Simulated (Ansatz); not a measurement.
# Relativity in PbS

```
CELL_PARAMETERS angstrom
0.00000 2.96500 2.96500
2.96500 0.00000 2.96500
2.96500 2.96500 0.00000
ATOMIC_POSITIONS crystal
Pb 0.00000 0.00000 0.00000
S 0.50000 0.50000 0.50000
```

Atom numbers follow the list: Pb1, S2.

The cell is COD entry 9000001, as deposited and not checked against the literature; nothing was relaxed.

One fixed cell is solved with PBE by all-electron LAPW in Ansatz 0.2.0 under different relativistic treatments. Pressure is positive in compression.

Numerical set-up: a Γ-centred 8×8×8 k mesh, Fermi–Dirac smearing of 0.01 eV, basis error target 0.5 meV/atom, no spin polarisation.

Gaps under 0.4 eV may close at points that the mesh misses.

| setting | P (GPa) | gap on the k mesh (eV) |
| --- | --- | --- |
| scalar-relativistic | 2.29 | 0.35 |
| non-relativistic | 3.46 | ? |
| with spin–orbit coupling | ? | 0.09 |
| scalar-relativistic, point nuclei | 2.29 | 0.36 |

(1) What belongs in the row "with spin–orbit coupling", column "P (GPa)"?

(2) Fill in "gap on the k mesh (eV)" for the row "non-relativistic".

## Answers

(1) 1.77.

(2) 0.26.
